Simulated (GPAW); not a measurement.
# CuO (P4/nmm) in GPAW: convergence with bands over the usual count

Aim: find how far bands over the usual count must go before the results for CuO settle, at LDA. This setting moves, with any that are tied to it; all else stays.

All numbers are computed with GPAW 26.7.0; they aren't measurements. Logs are shortened: lines on timing, memory, paths and dates and some standing lists are left out, and cuts for length are marked. The log counts tension as positive stress, the text compression.

## (1) The crystal as given

Symmetry: P4/nmm, No. 129, tetragonal system. The conventional cell has a = 3.175 Å, b = 3.175 Å, c = 4.650 Å, α = 90.00°, β = 90.00°, γ = 90.00°. Cu (site symmetry -4m2) is surrounded by 4 O at 2.02 Å and 4 Cu at 2.25 Å. O (site symmetry 4mm) has 4 Cu at 2.02 Å as nearest neighbours.

The cell was built by a generator and needn't be a form met in nature.

## (2) With bands over the usual count 0.72

Input file run.py:

```python
from ase.dft.bandgap import bandgap
from ase.io import read, write
from ase.units import GPa
from gpaw import GPAW, PW

atoms = read('POSCAR')

calc = GPAW(mode=PW(800),
            xc='LDA',
            kpts={'size': (5, 5, 4), 'gamma': True},
            occupations={'name': 'fermi-dirac', 'width': 0.05},
            nbands=24,
            convergence={'density': 1e-05, 'energy': 1e-05},
            maxiter=100,
            txt='gpaw.txt')
atoms.calc = calc
energy = atoms.get_potential_energy()
forces = atoms.get_forces()
stress = atoms.get_stress()
calc.write('gs.gpw')
write('result.traj', atoms)
print(f'Energy: {energy:.6f} eV')
print('Forces (eV/A):')
print(forces.round(4))
print('Stress (GPa):', (stress / GPa).round(3))
print('Fermi level:', round(calc.get_fermi_level(), 4), 'eV')
print(f'Gap: {bandgap(calc)[0]:.4f} eV, direct: {bandgap(calc, direct=True)[0]:.4f} eV')
```

Input file POSCAR:

```
CuO
1.0
    3.1754955000      0.0000000000      0.0000000000
    0.0000000000      3.1754955000      0.0000000000
    0.0000000000      0.0000000000      4.6495318700
Cu O
2 2
Direct
    0.0000000000      0.0000000000      0.0000000000
    0.5000000000      0.5000000000      0.0000000000
    0.5000000000      0.0000000000      0.2670000000
    0.0000000000      0.5000000000      0.7330000000
```

Potentials or basis: the program's PAW data sets (release 1.2.1) made for this functional, pw.

Command:

```console
> OMP_NUM_THREADS=1 python run.py
```

gpaw.txt:

```text
__  _  _
 | _ |_)|_||  |
 |__||  | ||/\| - 26.7.0

Input parameters:
  mode=PW(ecut=800.0),
  convergence={'density': 1e-05, 'energy': 1e-05},
  kpts=MonkhorstPack(size=(5, 5, 4), gamma=True),
  maxiter=100,
  nbands=24,
  occupations=Occupations(name='fermi-dirac', width=0.05),
  xc=XC(name='LDA')

Diagonalizing LCAO Hamiltonian
Converting LCAO to pw mode
   .-------.
  /|       |
 * |       |
 |O|       |
 | |       |
 | |       |
 | .-O-----.
 |/   Cu  /
 Cu------*

Atoms  # Å, Bohr magnetons
|   | symbol |        x |        y |        z |    initial magnetic moments |
|---|--------|----------|----------|----------|-----------------------------|
| 0 |     Cu | 0.000000 | 0.000000 | 0.000000 | ( 0.0000,  0.0000,  0.0000) |
| 1 |     Cu | 1.587748 | 1.587748 | 0.000000 | ( 0.0000,  0.0000,  0.0000) |
| 2 |      O | 1.587748 | 0.000000 | 1.241425 | ( 0.0000,  0.0000,  0.0000) |
| 3 |      O | 0.000000 | 1.587748 | 3.408107 | ( 0.0000,  0.0000,  0.0000) |

Unit cell  # Å
| periodic |        x |        y |        z |  lengths |    angles |
|----------|----------|----------|----------|----------|-----------|
|      yes | 3.175495 | 0.000000 | 0.000000 | 3.175495 | 90.000000 |
|      yes | 0.000000 | 3.175495 | 0.000000 | 3.175495 | 90.000000 |
|      yes | 0.000000 | 0.000000 | 4.649532 | 4.649532 | 90.000000 |

Number of symmetries: 8
Symmetry operations  # r_c * U_cc + t_c -> r_c
|   | kind |            matrix            |
|---|------|------------------------------|
| 0 |  E   |  1, 0, 0,  0, 1, 0,  0, 0, 1 |
| 1 |  σ   |  1, 0, 0,  0,-1, 0,  0, 0, 1 |
| 2 |  C2  |  0, 1, 0,  1, 0, 0,  0, 0,-1 |
| 3 |  S4  |  0, 1, 0, -1, 0, 0,  0, 0,-1 |
| 4 |  S4  |  0,-1, 0,  1, 0, 0,  0, 0,-1 |
| 5 |  C2  |  0,-1, 0, -1, 0, 0,  0, 0,-1 |
| 6 |  σ   | -1, 0, 0,  0, 1, 0,  0, 0, 1 |
| 7 |  C2  | -1, 0, 0,  0,-1, 0,  0, 0, 1 |

BZ-sampling:
  Number of BZ points: 100
  Number of IBZ points: 18

  Monkhorst-Pack size: [5, 5, 4]
  Monkhorst-Pack shift: [0.0, 0.0, 0.125]

K-points  # in reciprocal-cell coordinates
|     |                                coordinates |     weight |
|-----|--------------------------------------------|------------|
|   0 | (  0.00000000,   0.00000000,   0.00000000) | 0.01000000 |
|   1 | (  0.00000000,   0.00000000,   0.25000000) | 0.02000000 |
|   2 | (  0.00000000,   0.00000000,   0.50000000) | 0.01000000 |
|   3 | (  0.20000000,   0.00000000,   0.00000000) | 0.04000000 |
|   4 | (  0.20000000,   0.00000000,   0.25000000) | 0.08000000 |
|   5 | (  0.20000000,   0.00000000,   0.50000000) | 0.04000000 |
|   6 | (  0.20000000,   0.20000000,   0.00000000) | 0.04000000 |
|   7 | (  0.20000000,   0.20000000,   0.25000000) | 0.08000000 |
|   8 | (  0.20000000,   0.20000000,   0.50000000) | 0.04000000 |
|   9 | (  0.40000000,   0.00000000,   0.00000000) | 0.04000000 |
| ... |                                            |            |
|  17 | (  0.40000000,   0.40000000,   0.50000000) | 0.04000000 |

Plane wave coefficients: 2440
Cutoff: 800.0 eV

Spin-components: 1 (collinear spins)
Bands:           24
Projectors:      22
Spin-degeneracy: 2
Datatype:        complex128

Parallelization:
  kpt:    1
  domain: 1
  band:   1

Density:
  Valence electrons: 34.0
  Components: 1
  Grid points: [21 21 32]
  Charge: 0.0  # |e|

Potential:
  Grid points: [21 21 32]

species:
  Cu:
    name:    Copper
    Z:       29.0
    valence: 11
    core:    18
    charge:  0.0  # [|e|]
    compensation charges:
      type: gauss
      rc: 0.33  # [Å]
      lmax: 2
    cutoffs:
      filter: 2.06  # [Å]
      core: 2.43  # [Å]
    projectors
    | kind |    occ | energy [eV] | rcut [Å] |
    |------|--------|-------------|----------|
    |   4s |  1.000 |      -4.857 |    1.164 |
    |   4p |  0.000 |      -0.783 |    1.164 |
    |   3d | 10.000 |      -5.324 |    1.058 |
    |    s |        |      22.354 |    1.164 |
    |    p |        |      26.429 |    1.164 |
    |    d |        |      21.887 |    1.058 |

    Using partial waves for Cu as LCAO basis

  O:
    name:    Oxygen
    Z:       8.0
    valence: 6
    core:    2
    charge:  0.0  # [|e|]
    compensation charges:
      type: gauss
      rc: 0.21  # [Å]
      lmax: 2
    cutoffs:
      filter: 1.17  # [Å]
      core: 0.83  # [Å]
    projectors
    | kind |    occ | energy [eV] | rcut [Å] |
    |------|--------|-------------|----------|
    |   2s |  2.000 |     -23.752 |    0.688 |
    |   2p |  4.000 |      -9.195 |    0.598 |
    |    s |        |       3.459 |    0.688 |
    |    p |        |      18.016 |    0.598 |
    |    d |        |       0.000 |    0.619 |

    Using partial waves for O as LCAO basis

Reference energy: -93958.010232  # eV

eigensolver:
  PPCG
  Converge bands: occupied
  niter=2

density mixing:
  MSR1-Mixer
  Pratt-step length: 0.05
  Maximum mixing coefficient: 0.75
  Old densities: 10
  SVD Regularization: 0.005
  Good broyden scale: 1.0
  Trust region scale: 1.0
  Backstep threshold: 4.0
  History deletion threshold: 6.0
  Fourier metric: weight=20.0, sigma=0.015

occupation numbers:
  Fermi-Dirac:
    width: 0.0500  # eV

poisson solver:
  ecut: 6400.0  # eV

xc functional:
  name: None

convergence criteria:
- Maximum integral of absolute [dens]ity change: 1e-05 electrons / valence electron
- Maximum [total energy] change in last 3 cyles: 1e-05 eV / valence electron
- Maximum integral of absolute [eigenst]ate change: 4e-08 eV^2 / valence electron
maximum number of iterations: 100

SCF iterations
|iter     | |      energy | eigst |  dens |
|---------|-|-------------|-------|-------|
|iter:   1| |  -26.944781 | +0.53 |       |
|iter:   2| |  -23.275712 | -1.03 | -0.84 |
|iter:   3| |  -20.485808 | -0.44 | -0.95 |
|iter:   4| |  -20.079103 | -1.80 | -1.43 |
|iter:   5| |  -19.991062 | -2.61 | -1.72 |
|iter:   6| |  -19.985528 | -3.25 | -2.24 |
|iter:   7| |  -19.984364 | -4.23 | -2.59 |
|iter:   8| |  -19.984678 | -4.25 | -2.91 |
|iter:   9| |  -19.984245 | -4.59 | -2.81 |
|iter:  10| |  -19.984269 | -6.26 | -3.71 |
|iter:  11| |  -19.984273c| -6.88 | -4.11 |
|iter:  12| |  -19.984270c| -7.72c| -4.87 |
|iter:  13| |  -19.984269c| -8.23c| -5.29c|

Converged in 13 steps
Energy contributions relative to reference atoms: (reference = -93958.010232)

Energy contributions:
  Kinetic:           8.331021
  Coulomb:         -11.599996
  Zero:              0.580816
  External:          0.000000
  Xc:              -17.267556
  Entropy:          -0.057108
  Spinorbit:         0.000000
  ----------------------------
  Free energy:     -20.012823
  Extrapolated:    -19.984269

dipole moment: (-15.876145, -15.876145, -20.327905)  # |e|*Ang

Fermi level: 3.366
Eigenvalues  # (at kpt = [0.000, 0.000, 0.000])
| band index |      eig [eV] | occ [0-2] |
|------------|---------------|-----------|
|          0 |       -14.848 |     2.000 |
|        ... |               |           |
|          8 |        -0.261 |     2.000 |
|          9 |         1.514 |     2.000 |
|         10 |         1.524 |     2.000 |
|         11 |         2.069 |     2.000 |
|         12 |         2.271 |     2.000 |
|         13 |         2.271 |     2.000 |
[... 8 lines left out ...]
|         22 |        15.268 |     0.000 |
|         23 |        15.347 |     0.000 |

No gap
No difference between direct/indirect transitions

Forces  # eV/Ang
|        x |       y |        z |
|----------|---------|----------|
|  0.00000 | 0.00000 |  0.00000 |  # Cu   0
|  0.00000 | 0.00000 |  0.00000 |  # Cu   1
|  0.00000 | 0.00000 | -1.50965 |  # O    2
| -0.00000 | 0.00000 |  1.50965 |  # O    3

Stress tensor  # eV/Ang^3
|         x |         y |        z |
|-----------|-----------|----------|
| -0.104872 |  0.000000 | 0.000000 |
|  0.000000 | -0.104872 | 0.000000 |
|  0.000000 |  0.000000 | 0.111910 |

# Writing to gs.gpw (mode='')
```

Run time: 13 s. Hardware: 1 thread of Intel Xeon 6975P-C (Granite Rapids), shared host; peak memory 0.18 GiB.

What came out:

```
Free energy            : -20.0128 eV
Pressure               : 5.2 GPa
Largest force          : 1.510 eV/Å
Band gap on the k mesh : none (metal or under the smearing width)
```

## (3) With bands over the usual count 0.8

run.py, as its differences from that of step 2:

```diff
@@ -11,3 +11,3 @@
             occupations={'name': 'fermi-dirac', 'width': 0.05},
-            nbands=24,
+            nbands=26,
             convergence={'density': 1e-05, 'energy': 1e-05},
```

POSCAR is that of step 2.

Potentials or basis: the program's PAW data sets (release 1.2.1) made for this functional, pw.

Command:

```console
> OMP_NUM_THREADS=1 python run.py
```

It took 14 s on 1 thread of Intel Xeon 6975P-C (Granite Rapids), shared host; peak memory 0.18 GiB.

Results (log left out):

```yaml
Free_energy: -20.0128 eV
Pressure: 5.2 GPa
Largest_force: 1.510 eV/Å
Band_gap_on_the_k_mesh: none (metal or under the smearing width)
```

## (4) With bands over the usual count 0.9

run.py, as its differences from that of step 3:

```diff
@@ -11,3 +11,3 @@
             occupations={'name': 'fermi-dirac', 'width': 0.05},
-            nbands=26,
+            nbands=30,
             convergence={'density': 1e-05, 'energy': 1e-05},
```

POSCAR is that of step 3.

Command:

```console
> OMP_NUM_THREADS=1 python run.py
```

Wall time 16 s (1 thread of Intel Xeon 6975P-C (Granite Rapids), shared host); peak memory 0.18 GiB.

The run converged. Its results:

| Property | Result |
| --- | --- |
| Free energy | -20.0128 eV |
| Pressure | 5.2 GPa |
| Largest force | 1.510 eV/Å |
| Band gap on the k mesh | none (metal or under the smearing width) |

## (5) With bands over the usual count 1

run.py, as its differences from that of step 4:

```diff
@@ -11,3 +11,3 @@
             occupations={'name': 'fermi-dirac', 'width': 0.05},
-            nbands=30,
+            nbands=33,
             convergence={'density': 1e-05, 'energy': 1e-05},
```

POSCAR is that of step 4.

Command:

```console
> OMP_NUM_THREADS=1 python run.py
```

It took 18 s on 1 thread of Intel Xeon 6975P-C (Granite Rapids), shared host; peak memory 0.19 GiB.

It converged, with:

* Free energy: -20.0128 eV
* Pressure: 5.2 GPa
* Largest force: 1.510 eV/Å
* Band gap on the k mesh: none (metal or under the smearing width)

## (6) With bands over the usual count 1.3

run.py, as its differences from that of step 5:

```diff
@@ -11,3 +11,3 @@
             occupations={'name': 'fermi-dirac', 'width': 0.05},
-            nbands=33,
+            nbands=42,
             convergence={'density': 1e-05, 'energy': 1e-05},
```

POSCAR is that of step 5.

Potentials or basis: the program's PAW data sets (release 1.2.1) made for this functional, pw.

Command:

```console
> OMP_NUM_THREADS=1 python run.py
```

It took 20 s on 1 thread of Intel Xeon 6975P-C (Granite Rapids), shared host; peak memory 0.19 GiB.

It converged, with:

```
Free energy            : -20.0128 eV
Pressure               : 5.2 GPa
Largest force          : 1.510 eV/Å
Band gap on the k mesh : none (metal or under the smearing width)
```

## (7) With bands over the usual count 1.7

run.py, as its differences from that of step 6:

```diff
@@ -11,3 +11,3 @@
             occupations={'name': 'fermi-dirac', 'width': 0.05},
-            nbands=42,
+            nbands=55,
             convergence={'density': 1e-05, 'energy': 1e-05},
```

POSCAR is that of step 6.

Command:

```console
> OMP_NUM_THREADS=1 python run.py
```

Wall time 27 s (1 thread of Intel Xeon 6975P-C (Granite Rapids), shared host); peak memory 0.2 GiB.

It converged, with:

* Free energy: -20.0128 eV
* Pressure: 5.2 GPa
* Largest force: 1.510 eV/Å
* Band gap on the k mesh: none (metal or under the smearing width)

## (8) With bands over the usual count 2.5

run.py, as its differences from that of step 7:

```diff
@@ -11,3 +11,3 @@
             occupations={'name': 'fermi-dirac', 'width': 0.05},
-            nbands=55,
+            nbands=81,
             convergence={'density': 1e-05, 'energy': 1e-05},
```

POSCAR is that of step 7.

Command:

```console
> OMP_NUM_THREADS=1 python run.py
```

Run time: 41 s. Hardware: 1 thread of Intel Xeon 6975P-C (Granite Rapids), shared host; peak memory 0.23 GiB.

The run converged. Its results:

* Free energy: -20.0128 eV
* Pressure: 5.2 GPa
* Largest force: 1.510 eV/Å
* Band gap on the k mesh: none (metal or under the smearing width)

## (9) The series at a glance

```csv
bands over the usual count,"energy less the tightest run, at zero smearing (meV/atom)",SCF cycles,CPU time (s),peak memory (GiB)
0.72,0.00,13,13,0.18
0.8,0.00,13,14,0.18
0.9,0.00,13,16,0.18
1,0.00,13,18,0.19
1.3,0.00,13,20,0.19
1.7,0.00,13,27,0.2
2.5,0.00,13,41,0.23
```

Against the tightest run, the energy stays within 1 meV/atom from 0.72 on. The tightest run that finished is the yardstick and may itself not be fully converged.

Caveats: all runs use coarse meshes; with this Cu data set, volumes or pressures lay over 1.5 % or 2 GPa off other programs in two to four cells of ten; the run has no spin polarisation, though such a crystal can be magnetic; semilocal functionals often make such compounds metallic where correlation or magnetic order opens a gap, which also shifts bond lengths; forces of over 1 eV/Å show positions far from the minimum, so gaps and moduli don't describe the material at rest.
